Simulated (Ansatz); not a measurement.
A vibration from a frozen displacement in BN

The calculation used Ansatz 0.2.0, DFT PBE, scalar-relativistic, plane waves, PAW. Cutoff 420 eV, Γ-centred 12×12×12 k-points, Gaussian smearing of 0.05 eV. No spin polarisation. Energies are free energies at this smearing, counted from the undisturbed cell; pressure is positive in compression.

The starting cell (as given, not relaxed at this level; it stands at -0.4 GPa):

```
B N
1.0
     0.00000    1.81300    1.81300
     1.81300    0.00000    1.81300
     1.81300    1.81300    0.00000
B N
1 1
Direct
  0.00000 0.00000 0.00000
  0.75000 0.75000 0.75000
```

Every B atom is moved by x along the Cartesian unit vector (0.707, -0.707, 0.000); the cell and all other atoms stay fixed. The cell's volume is 11.92 Å³; the moved atoms weigh 10.810 u together and the others 14.007 u. Some rows repeat others by symmetry and weren't run.

```
  x (Å)  ΔE (meV/cell) total force on the moved atoms along the move (eV/Å) pressure (GPa)
-0.1000         117.73                                                2.3514          2.4800
-0.0875          90.16                                                2.0588          1.8009
-0.0750          66.26                                                1.7656          1.2132
-0.0625          46.03                                                1.4721          0.7165
-0.0500          29.46                                                1.1780          0.3106
-0.0375          16.57                                                0.8839         -0.0048
-0.0250           7.37                                                0.5893         -0.2300
-0.0125           1.84                                                0.2947         -0.3650
 0.0000           0.00                                                0.0000         -0.4101
 0.0125           1.84                                               -0.2947         -0.3650
 0.0250           7.37                                               -0.5893         -0.2300
 0.0375          16.57                                               -0.8839         -0.0048
 0.0500          29.46                                               -1.1780          0.3106
 0.0625          46.03                                               -1.4721          0.7165
 0.0750          66.26                                               -1.7656          1.2132
 0.0875          90.16                                               -2.0588          1.8009
 0.1000         117.73                                               -2.3514          2.4800
```

Task: What frequency belongs to this motion?

Result: The force constant is k = −dF/dx = 23.578 eV/Å², from the parabola through x = -0.0125, 0 and 0.0125. In every cell the moved atoms swing against the rest, so the mass is μ = m₁m₂/(m₁ + m₂) = 6.101 u, and ν̃ = 521.5 cm⁻¹ × √(|k|/μ) = 1025 cm⁻¹. To first order in x, and within 1 %, the force on every atom lies along the move and, within each of the two groups, in proportion to the atom's mass, so this is itself a mode at the zone centre of this cell, taken without macroscopic field (the transverse frequency in a polar insulator).

Task: How far does the harmonic law reach?

Result: At x = -0.100 Å, kx²/2 = 117.89 meV against the computed 117.73 meV (-0.1 %): the well is still close to harmonic there.

Task: The pressure changes with x². What does that say about the frequency under compression?

Result: With E = k(V)x²/2, k ∝ V^(−2γ) and x scaling with the cell as V^(1/3), P − P0 = −∂E/∂V = (2γ − 2/3) ΔE/V. At x = 0.0250 Å, V(P − P0) = 11.92 × 0.18007 / 160.2 eV = 13.40 meV and ΔE = 7.37 meV, so γ = 1/3 + V(P − P0)/(2ΔE) = 1.24. This is the Grüneisen parameter of the motion under uniform scaling of the cell: shrinking the cell evenly by 1 % in volume raises the frequency by about 1.24 %.

The transverse optical frequency of 1025 cm⁻¹ is high because light atoms are held by short, strong sp³ bonds, which are covalent with a polar contribution. Moving the boron sublattice against nitrogen stretches and bends these bonds at once. The value lies slightly below the measured transverse mode of cubic BN, probably because PBE makes the bonds somewhat too soft. The positive Grüneisen parameter fits this picture, as shorter bonds have a steeper restoring force.

The near-perfect parabola says less about anharmonicity than it seems to. In the zinc-blende structure the two senses of this direction are equivalent by symmetry, so odd terms in the energy vanish along it. Along a bond they are allowed, since moving boron towards a nitrogen neighbour differs from moving it away. The harmonic frequency, by contrast, holds for any direction of the move, because the mode is threefold degenerate without the macroscopic field. In the longitudinal mode that field adds to the restoring force and raises the frequency, by an amount that depends on the Born charges and the electronic screening.
